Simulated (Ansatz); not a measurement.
# CuO (P6_3mc) in Ansatz: a run that goes wrong, beside a sound one

A flawed run on CuO and a sound one for comparison.

Program: Ansatz 0.2.0. These are calculated values, not measurements. Logs are shortened: lines on timing, memory, paths and dates and some standing lists are left out, and cuts for length are marked.

## 1. Starting point

The structure is hexagonal, space group P6_3mc (No. 186). The conventional cell has a = 3.288 Å, b = 3.288 Å, c = 5.385 Å, α = 90.00°, β = 90.00°, γ = 120.00°. Cu (site symmetry 3m) has 4 O at 2.01 to 2.02 Å as nearest neighbours. O (site symmetry 3m) is surrounded by 4 Cu at 2.01 to 2.02 Å.

Measurements of this composition are mostly on another form, of space group No. 15.

## 2. A run with an altered input

File input.yaml:

```yaml
crystal:
  lattice:
    - [3.28802443, 0.0, 0.0]
    - [-1.64401221, 2.84751268, 0.0]
    - [0.0, 0.0, 5.38502486]
  atoms:
    - { symbol: Xx, position: [0.6666666667, 0.3333333333, 0.0] }
    - { symbol: Cu, position: [0.3333333333, 0.6666666667, 0.5] }
    - { symbol: O, position: [0.6666666667, 0.3333333333, 0.6252] }
    - { symbol: O, position: [0.3333333333, 0.6666666667, 0.1252] }
hamiltonian:
  xc: pbe
  pseudopotentials: { kind: paw }
kpoints:
  mp_grid: { grid: [9, 9, 5] }
  band_path:
    path:
      - [[0.0, 0.0, 0.0], [0.5, 0.0, 0.0], [0.3333333333, 0.3333333333, 0.0], [0.0, 0.0, 0.0], [0.0, 0.0, 0.5], [0.5, 0.0, 0.5], [0.3333333333, 0.3333333333, 0.5], [0.0, 0.0, 0.5]]
      - [[0.5, 0.0, 0.5], [0.5, 0.0, 0.0]]
      - [[0.3333333333, 0.3333333333, 0.0], [0.3333333333, 0.3333333333, 0.5]]
    npoints: 14
scf:
  occupations: { method: fermi_dirac, width: 0.05 }
  n_extra_bands: 10
  max_iter: 100
output:
  forces: true
  stress: true
  eigenvalues: true
  fatbands: true
```

Potentials or basis: Ansatz PAW.

On the command line:

```console
> ansatz run input.yaml --threads 2 --pin off --max-ram 5632MiB --backend cpu --events-out ev --progress --plain --runs-dir out
```

Log:

```text
Error: YAML parse error: error: line 7 column 17: `Xx` is not an element symbol (H … Og, case-exact)
 --> <input>:7:17
  |
5 |     - [0.0, 0.0, 5.38502486]
6 |   atoms:
7 |     - { symbol: Xx, position: [0.6666666667, 0.3333333333, 0.0] }
  |                 ^ `Xx` is not an element symbol (H … Og, case-exact)
8 |     - { symbol: Cu, position: [0.3333333333, 0.6666666667, 0.5] }
9 |     - { symbol: O, position: [0.6666666667, 0.3333333333, 0.6252] }
  |
```

Run time: 0.02 s. Hardware: 2 threads of Arm Neoverse V1, shared host; peak memory 0.02 GiB.

The program refused the input. The fault, put in on purpose: an unknown element (crystal.atoms[0].symbol = Xx).

## 3. Band structure, PBE

Changes to input.yaml since step 2:

```diff
@@ -6,3 +6,3 @@
   atoms:
-    - { symbol: Xx, position: [0.6666666667, 0.3333333333, 0.0] }
+    - { symbol: Cu, position: [0.6666666667, 0.3333333333, 0.0] }
     - { symbol: Cu, position: [0.3333333333, 0.6666666667, 0.5] }
@@ -24,3 +24,2 @@
   n_extra_bands: 10
-  max_iter: 100
 output:
```

Potentials or basis: Ansatz PAW.

On the command line:

```console
> ansatz run input.yaml --threads 2 --pin off --max-ram 5632MiB --backend cpu --events-out ev --progress --plain --runs-dir out
```

It took 12 s on 2 threads of Arm Neoverse V1, shared host; peak memory 0.36 GiB.

Results (log left out):

```yaml
Free_energy: -14381.7944 eV
Pressure: -9.1 GPa
Largest_force: 0.074 eV/Å
Band_gap_on_the_k_mesh: none (metal or under the smearing width)
```

Forces in eV/Å, atoms in the order of the input:
```
Cu   0.000  0.000 -0.074
Cu   0.000  0.000 -0.074
O    0.000  0.000  0.074
O    0.000  0.000  0.074
```

Stress tensor (GPa, compression positive):
```
-9.59  0.00  0.00
 0.00 -9.59  0.00
 0.00  0.00 -8.20
```

Levels at the corners of the path, in eV from the Fermi level:
```csv
point,band 24,band 25,band 26,band 27,band 28,band 29
Γ,0.63,0.74,0.74,0.92,5.62,7.69
M,-1.03,-0.16,0.02,5.91,6.83,7.76
K,-0.60,-0.59,-0.59,7.73,7.73,7.96
Γ,0.63,0.74,0.74,0.92,5.62,7.69
A,0.38,0.38,0.38,3.33,3.33,10.18
L,-0.46,-0.44,-0.44,6.00,6.00,8.23
H,-1.08,-0.40,-0.40,7.97,7.97,8.27
A,0.38,0.38,0.38,3.33,3.33,10.18
L,-0.46,-0.44,-0.44,6.00,6.00,8.23
M,-1.03,-0.16,0.02,5.91,6.83,7.76
K,-0.60,-0.59,-0.59,7.73,7.73,7.96
H,-1.08,-0.40,-0.40,7.97,7.97,8.27
```

Caveat: the pressure holds a Pulay correction of +0.6 GPa for the finite cutoff; the run has no spin polarisation, though such a crystal can be magnetic; semilocal functionals often make such compounds metallic where correlation or magnetic order opens a gap, which also shifts bond lengths. With open d or f shells a metallic result of PBE can be an artefact of self-interaction; +U or a hybrid may open a gap.
